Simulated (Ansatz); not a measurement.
One crystal and one scan (energy against volume) at two levels, PBEsol-D3(BJ) (plane waves to 420 eV, PAW, scalar-relativistic; Ansatz, an electronic-structure program) and PBE-D3(BJ) (plane waves to 420 eV, PAW, scalar-relativistic; Ansatz), each from its own relaxed cell and on its own mesh. The cell shown is that of PBEsol-D3(BJ).

Sb₂Te₃ (Bi2Te3 type, space group R-3m)

```xyz
5
Lattice="2.1052 1.2155 9.7299 -2.1052 1.2155 9.7299 0.0000 -2.4309 9.7299" Properties=species:S:1:pos:R:3 pbc="T T T"
Sb     0.0000     0.0000    11.6648
Sb     0.0000     0.0000    17.5249
Te     0.0000     0.0000     0.0000
Te     0.0000     0.0000     6.0815
Te     0.0000     0.0000    23.1082
```

E(V) scan at fixed shape, V₀ the volume above. The atoms relax within the cell's symmetry.

The energy includes the smearing's −TS. Sb2Te3 was relaxed with its symmetry unable to fall. Spin-orbit coupling is left out, though Sb and Te are heavy. With the shape held, the modulus is that of even scaling; a crystal free to change shape is softer. Percentages come from the unrounded values. Both scans cover V/V₀ from 0.940 to 1.060.

Results of PBEsol-D3(BJ):

| Item | Result |
|---|---|
| Lattice constant a (Å) | 4.210 |
| Lattice constant c (Å) | 29.19 |
| Relaxed volume (Å³/atom) | 29.88 |
| Band gap of the relaxed cell, no spin-orbit coupling (eV) | 0.03 |
| Pressure at the smallest volume (GPa) | 3.8 |
| Energy cost of the largest compression (meV/atom) | 20 |
| Energy cost of the largest expansion (meV/atom) | 15 |
| Bulk modulus at fixed cell shape B₀ (third-order Birch-Murnaghan fit) (GPa) | 50.8 |
| Pressure derivative B₀′ (fit) | 6.0 |
| Pressure for 5 % compression (fit) (GPa) | 3.0 |

Problem. What does PBE-D3(BJ) give for the same quantities?

Solution. 
```
quantity                                                                     PBE-D3(BJ)  PBEsol-D3(BJ) − PBE-D3(BJ)
---------------------------------------------------------------------------  ----------  --------------------------
Lattice constant a (Å)                                                            4.276             -0.066 (-1.5 %)
Lattice constant c (Å)                                                            29.82              -0.63 (-2.1 %)
Relaxed volume (Å³/atom)                                                          31.49              -1.61 (-5.1 %)
Band gap of the relaxed cell, no spin-orbit coupling (eV)                          0.09                       -0.06
Pressure at the smallest volume (GPa)                                               3.1                +0.7 (+21 %)
Energy cost of the largest compression (meV/atom)                                    17                          +3
Energy cost of the largest expansion (meV/atom)                                      12                          +3
Bulk modulus at fixed cell shape B₀ (third-order Birch-Murnaghan fit) (GPa)        40.7               +10.1 (+25 %)
Pressure derivative B₀′ (fit)                                                       6.8                -0.8 (-12 %)
Pressure for 5 % compression (fit) (GPa)                                            2.5                +0.5 (+22 %)
```

PBEsol-D3(BJ) gives the higher value for: pressure at the smallest volume; energy cost of the largest compression; energy cost of the largest expansion; bulk modulus at fixed cell shape B₀; pressure for 5 % compression. PBEsol-D3(BJ) gives the lower value for: lattice constant a; lattice constant c; relaxed volume; band gap of the relaxed cell, no spin-orbit coupling; pressure derivative B₀′. (PBEsol-D3(BJ)) At this level the bands of Sb2Te3 touch or barely overlap; measurements give the solid a gap. Neither level is exact: the differences show how much the result hangs on the functional.

(A scan under strain: stresses follow from slopes of the energy per volume, elastic moduli from its curvatures.)
